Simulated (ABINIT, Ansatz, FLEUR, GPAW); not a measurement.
# Zn: programs and potentials compared

```
Zn
1.0
     2.67000    0.00000    0.00000
    -1.33500    2.31229    0.00000
     0.00000    0.00000    4.96600
Zn
2
Direct
  0.66542 0.31974 0.74893
  0.32257 0.68013 0.25107
```

Atoms were shifted at random by some hundredths of an Å from the given cell, which wasn't relaxed again for these runs.

Alike in all runs: task single point; functional PBEsol; k mesh 11 × 11 × 6; occupations fermi-dirac, width 0.05 eV; no spin polarisation; no spin-orbit coupling. Pressure is positive in compression and, in plane waves, holds the error of the finite cutoff, which Ansatz's Pulay term estimates and takes out.

```tsv
program and potentials	plane-wave cutoff (eV)	notes	pressure (GPa)	energy over the undisturbed cell (meV/atom)
Ansatz, Ansatz PAW	420	potentials made for PBE, which Ansatz adapts in part; 12 valence electrons an atom on average; Pulay term of +0.09 GPa included	-5.60	0.96
ABINIT, PseudoDojo NC SR PBEsol v0.4.1 standard	1143	20 valence electrons an atom on average	-5.74	-
GPAW, PAW data sets generated for this functional	600	12 valence electrons an atom on average	-5.76	0.97
FLEUR, all-electron, FLAPW	-	-	-	0.97
Ansatz, all-electron LAPW, scalar-relativistic	-	-	-5.58	-
```

Force on atom 1 (Zn), eV/Å:

| program and potentials | x | y | z |
| --- | --- | --- | --- |
| Ansatz, Ansatz PAW | -0.026 | 0.031 | 0.019 |
| ABINIT, PseudoDojo NC SR PBEsol v0.4.1 standard | -0.026 | 0.031 | 0.019 |
| GPAW, PAW data sets generated for this functional | -0.026 | 0.031 | 0.019 |
| FLEUR, all-electron, FLAPW | -0.026 | 0.031 | 0.020 |
| Ansatz, all-electron LAPW, scalar-relativistic | -0.026 | 0.031 | 0.020 |

The pressure spans -5.76 (GPAW, PAW data sets generated for this functional) to -5.58 GPa (Ansatz, all-electron LAPW, scalar-relativistic), with all-electron results at -5.58.

Differences between rows come from potentials, basis sets and numerical settings, since the functional is the same but for its coding. Runs on potential files found faulty are left out.
